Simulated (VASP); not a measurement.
# AlN (P6_3mc) in VASP: further runs

Runs on AlN. Level: PBE. Tasks: relaxation of cell and atoms, relaxation of shape and atoms at fixed volume.

Program: VASP 6.6.1. These are calculated values, not measurements. Logs are shortened: lines on timing, memory, paths and dates and some standing lists are left out, and cuts for length are marked.

### 1 The crystal as given

It takes space group P6_3mc (No. 186, hexagonal). The conventional cell has a = 3.113 Å, b = 3.113 Å, c = 4.981 Å, α = 90.00°, β = 90.00°, γ = 120.00°. Al (site symmetry 3m) has 4 N at 1.89 Å as nearest neighbours. N (site symmetry 3m) has 4 Al at 1.89 Å as nearest neighbours.

### 2 Relaxation of cell and atoms, PBE

The input, INCAR:

```
SYSTEM = AlN
PREC     = Accurate       ! precision mode
ENCUT    = 520            ! plane-wave cutoff, eV
EDIFF    = 0.05           ! SCF threshold, eV
ISMEAR   = 0              ! smearing method
SIGMA    = 0.02           ! smearing width, eV
LREAL    = .False.        ! projectors in reciprocal space
LASPH    = .True.         ! aspherical terms in the spheres
NELM     = 60             ! most SCF steps
ALGO     = Normal         ! electronic algorithm
ISIF     = 3              ! what is computed and relaxed
LWAVE    = .False.        ! write WAVECAR
LCHARG   = .False.        ! write CHGCAR
GGA      = PE             ! functional
IBRION   = 2              ! ionic algorithm
NSW      = 80             ! ionic steps
EDIFFG   = -0.002         ! ionic threshold
```

The input, KPOINTS:

```
Automatic mesh
0
Gamma
  12 12 6
  0 0 0
```

The input, POSCAR:

```
AlN
1.0
    3.1130000000      0.0000000000      0.0000000000
   -1.5565000000      2.6959370800      0.0000000000
    0.0000000000      0.0000000000      4.9810000000
Al N
2 2
Direct
    0.3333333300      0.6666666700      0.0000000000
    0.6666666700      0.3333333300      0.5000000000
    0.3333333300      0.6666666700      0.3800000000
    0.6666666700      0.3333333300      0.8800000000
```

Potentials or basis: VASP PAW PBE potentials, release 64 (Al, N).

The run is started by

```sh
> cat potpaw_PBE.64/Al/POTCAR potpaw_PBE.64/N/POTCAR > POTCAR
> mpirun -np 1 vasp_std > vasp.out
```

OUTCAR:

```text
SYSTEM = AlN
   PREC = Accurate
   ENCUT = 520
   EDIFF = 0.05
   ISMEAR = 0
   LREAL = .False.
   LASPH = .True.
   NELM = 60
   ISIF = 3
   GGA = PE
   IBRION = 2
   NSW = 80
   EDIFFG = -0.002

 ion  position               nearest neighbor table
   1  0.333  0.667  0.000-   3 1.89   4 1.89   4 1.89   4 1.89   2 3.07   2 3.07   2 3.07   2 3.07
                             2 3.07   2 3.07
   2  0.667  0.333  0.500-   4 1.89   3 1.89   3 1.89   3 1.89   1 3.07   1 3.07   1 3.07   1 3.07
                             1 3.07   1 3.07
   3  0.333  0.667  0.380-   1 1.89   2 1.89   2 1.89   2 1.89
   4  0.667  0.333  0.880-   2 1.89   1 1.89   1 1.89   1 1.89

  LATTYP: Found a hexagonal cell.
 ALAT       =     3.1130000000
 C/A-ratio  =     1.6000642467

  Lattice vectors:

 A1 = (   3.1130000000,   0.0000000000,   0.0000000000)
 A2 = (  -1.5565000000,   2.6959370800,   0.0000000000)
 A3 = (   0.0000000000,   0.0000000000,   4.9810000000)

Analysis of symmetry for initial positions (statically):
=====================================================================
 Subroutine PRICEL returns:
 Original cell was already a primitive cell.

 Routine SETGRP: Setting up the symmetry group for a
 hexagonal supercell.

 Subroutine GETGRP returns: Found 12 space group operations
 (whereof  6 operations were pure point group operations)
 out of a pool of 24 trial point group operations.

The static configuration has the point symmetry C_3v.
 The point group associated with its full space group is C_6v.

Analysis of symmetry for dynamics (positions and initial velocities):
=====================================================================
 Subroutine PRICEL returns:
 Original cell was already a primitive cell.

 Routine SETGRP: Setting up the symmetry group for a
 hexagonal supercell.

 Subroutine GETGRP returns: Found 12 space group operations
 (whereof  6 operations were pure point group operations)
 out of a pool of 24 trial point group operations.

The dynamic configuration has the point symmetry C_3v.
 The point group associated with its full space group is C_6v.

 Subroutine INISYM returns: Found 12 space group operations
 (whereof  6 operations are pure point group operations),
 and found     1 'primitive' translations

----------------------------------------------------------------------------------------

                                     Primitive cell

  volume of cell :      41.8028

[... 132 lines left out ...]
--------------------------------------- Ionic step        1  -------------------------------------------

 number of electron      15.9999997 magnetization

 Free energy of the ion-electron system (eV)
  ---------------------------------------------------
  ext. energy  EPLUGINS =         0.00000000
  ---------------------------------------------------
  free energy    TOTEN  =       -29.77545472 eV

  energy without entropy =      -29.77545472  energy(sigma->0) =      -29.77545472

------------------------ aborting loop because EDIFF is reached ----------------------------------------

  FORCE on cell =-STRESS in cart. coord.  units (eV):
  Direction    XX          YY          ZZ          XY          YZ          ZX
  --------------------------------------------------------------------------------------
  -------------------------------------------------------------------------------------
  Total        2.0029382      2.0029382      2.3995112      0.0000000      0.0000000     -0.0000000
  in kB       76.7666738     76.7666737     91.9661364      0.0000000      0.0000000     -0.0000000
  external PRESSURE =      81.8331613 kB  Pullay stress =       0.0000000 kB
[... 95 lines left out ...]
  FREE ENERGIE OF THE ION-ELECTRON SYSTEM (eV)
  ---------------------------------------------------
  free  energy   TOTEN  =       -29.7743084330 eV

  energy  without entropy=      -29.7743084330  energy(sigma->0) =      -29.77430843

[... ionic steps 4 to 31 ...]

--------------------------------------- Ionic step       32  -------------------------------------------

 number of electron      15.9999998 magnetization

------------------------ aborting loop because EDIFF is reached ----------------------------------------
[... 71 lines left out ...]
--------------------------------------- Ionic step       34  -------------------------------------------

 number of electron      15.9999998 magnetization

 Free energy of the ion-electron system (eV)
  ---------------------------------------------------
  ext. energy  EPLUGINS =         0.00000000
  ---------------------------------------------------
  free energy    TOTEN  =       -29.78011839 eV

  energy without entropy =      -29.78011839  energy(sigma->0) =      -29.78011839

 E-fermi :   6.0766     XC(G=0): -10.8327

 val. band max:        5.9747833178   @ k =   0.0000   0.0000   0.0000
 cond. band min:      10.0308460132   @ k =   0.0000   0.0000   0.0000
 fundamental gap:      4.0560626953
 Fermi energy:         6.0765963864

 k-point     1 :       0.0000    0.0000    0.0000
  band No.  band energies     occupation
      1      -9.0986      2.00000
      2      -7.0129      2.00000
      3       0.0643      2.00000
      4       5.1319      2.00000
      5       5.1319      2.00000
      6       5.7742      2.00000
      7       5.7742      2.00000
      8       5.9748      2.00000
      9      10.0308      0.00000
     10      12.4981      0.00000
     11      16.4415      0.00000
     12      17.0149      0.00000
[... 331 lines left out ...]
 k-point    24 :       0.3333    0.0000    0.1667
  band No.  band energies     occupation
      1      -7.8048      2.00000
      2      -6.6112      2.00000
      3       1.1318      2.00000
      4       2.0793      2.00000
      5       2.6811      2.00000
      6       4.2361      2.00000
      7       5.1957      2.00000
      8       5.3305      2.00000
      9      11.7601      0.00000
     10      12.5773      0.00000
     11      14.3299      0.00000
     12      16.0170      0.00000

 [... further k-points ...]

------------------------ aborting loop because EDIFF is reached ----------------------------------------

  FORCE on cell =-STRESS in cart. coord.  units (eV):
  Direction    XX          YY          ZZ          XY          YZ          ZX
  --------------------------------------------------------------------------------------
  -------------------------------------------------------------------------------------
  Total        0.0056554      0.0056554     -0.0000716      0.0000000      0.0000000     -0.0000000
  in kB        0.2130749      0.2130749     -0.0026994      0.0000000      0.0000000     -0.0000000
  external PRESSURE =       0.1411501 kB  Pullay stress =       0.0000000 kB
[... 19 lines left out ...]
  FREE ENERGIE OF THE ION-ELECTRON SYSTEM (eV)
  ---------------------------------------------------
  free  energy   TOTEN  =       -29.7801183851 eV

  energy  without entropy=      -29.7801183851  energy(sigma->0) =      -29.78011839

 reached required accuracy - stopping structural energy minimisation
```

CONTCAR:

```text
AlN
   1.00000000000000
     3.1286259194571846   -0.0000000000000000   -0.0000000000000000
    -1.5643129597285923    2.7094695231776438    0.0000000000000000
     0.0000000000000000   -0.0000000000000000    5.0165661721937829
  Al              N
     2     2
Direct
     0.3333333300000021    0.6666666699999979    0.9992575928409406
     0.6666666699999979    0.3333333300000021    0.4992575928409403
     0.3333333300000021    0.6666666699999979    0.3807424071590623
     0.6666666699999979    0.3333333300000021    0.8807424071590619

  0.00000000E+00  0.00000000E+00  0.00000000E+00
  0.00000000E+00  0.00000000E+00  0.00000000E+00
  0.00000000E+00  0.00000000E+00  0.00000000E+00
  0.00000000E+00  0.00000000E+00  0.00000000E+00
```

It took 78 s on 1 thread of Intel Xeon 6975P-C (Granite Rapids), shared host; peak memory 0.18 GiB.

Results:

```
Free energy                            : -29.7801 eV
Relaxed volume                         : 10.63 Å³/atom
Relaxed cell                           : a = 3.129 Å, b = 3.129 Å, c = 5.017 Å, α = 90.00°, β = 90.00°, γ = 120.00°
Space group after relaxing (to 0.05 Å) : P6_3mc (No. 186)
Energy gained by relaxing              : 1.2 meV/atom
Ionic steps                            : 34
Pressure after relaxing                : 0.0 GPa
Band gap on the k mesh                 : 4.06 eV, direct
```

Step by step:
| step | energy change (eV) | largest force (eV/Å) | pressure (GPa) | volume (Å³) |
| --- | --- | --- | --- | --- |
| 1 | 0.0000 | 0.1270 | 8.18 | 41.80 |
| 2 | 0.0817 | 0.0756 | -10.54 | 45.12 |
| 3 | 0.0011 | 0.0139 | -2.70 | 43.18 |
| 4 | -0.0032 | 0.0464 | -1.86 | 42.84 |
| 5 | -0.0035 | 0.0893 | 0.40 | 42.29 |
| 6 | -0.0040 | 0.0733 | 0.59 | 42.41 |
| 7 | -0.0042 | 0.0575 | -0.24 | 42.63 |
| 8 | -0.0042 | 0.0623 | -0.37 | 42.59 |
| 9 | -0.0043 | 0.0692 | -0.01 | 42.50 |
| 10 | -0.0043 | 0.0663 | 0.04 | 42.53 |
| 11 | -0.0043 | 0.0636 | -0.10 | 42.56 |
| 12 | -0.0043 | 0.0626 | -0.21 | 42.58 |
| 13 | -0.0047 | 0.0212 | -0.22 | 42.56 |
| 14 | -0.0046 | 0.0204 | -0.15 | 42.56 |
| 15 | -0.0046 | 0.0010 | -0.18 | 42.57 |
| 16 | -0.0046 | 0.0125 | -0.20 | 42.57 |
| 17 | -0.0046 | 0.0077 | -0.20 | 42.57 |
| 18 | -0.0046 | 0.0057 | -0.20 | 42.57 |
| 19 | -0.0046 | 0.0048 | -0.20 | 42.57 |
| 20 | -0.0047 | 0.0039 | -0.03 | 42.50 |
| 21 | -0.0046 | 0.0030 | 0.13 | 42.48 |
| 22 | -0.0046 | 0.0045 | 0.16 | 42.50 |
| 23 | -0.0047 | 0.0046 | 0.10 | 42.50 |
| 24 | -0.0047 | 0.0013 | 0.01 | 42.53 |
| 25 | -0.0047 | 0.0004 | -0.08 | 42.54 |
| 26 | -0.0047 | 0.0018 | -0.09 | 42.54 |
| 27 | -0.0047 | 0.0020 | -0.06 | 42.53 |
| 28 | -0.0047 | 0.0004 | -0.03 | 42.51 |
| 29 | -0.0047 | 0.0007 | 0.07 | 42.50 |
| 30 | -0.0047 | 0.0011 | 0.10 | 42.51 |
| 31 | -0.0047 | 0.0014 | 0.05 | 42.51 |
| 32 | -0.0047 | 0.0012 | 0.04 | 42.51 |
| 33 | -0.0047 | 0.0011 | 0.03 | 42.51 |
| 34 | -0.0047 | 0.0002 | 0.01 | 42.53 |

Final structure:
```cif
data_structure
_symmetry_space_group_name_H-M 'P 1'
_symmetry_Int_Tables_number 1
_cell_length_a 3.1286
_cell_length_b 3.1286
_cell_length_c 5.0166
_cell_angle_alpha 90.000
_cell_angle_beta 90.000
_cell_angle_gamma 120.000
_cell_volume 42.53
loop_
_atom_site_label
_atom_site_type_symbol
_atom_site_fract_x
_atom_site_fract_y
_atom_site_fract_z
_atom_site_occupancy
Al1 Al 0.33333 0.66667 0.99926 1
Al2 Al 0.66667 0.33333 0.49926 1
N1 N 0.33333 0.66667 0.38074 1
N2 N 0.66667 0.33333 0.88074 1
```

A k mesh can miss the band edges. Zero-point motion and thermal expansion aren't in these numbers.

(Continued in part 2 of 2.)
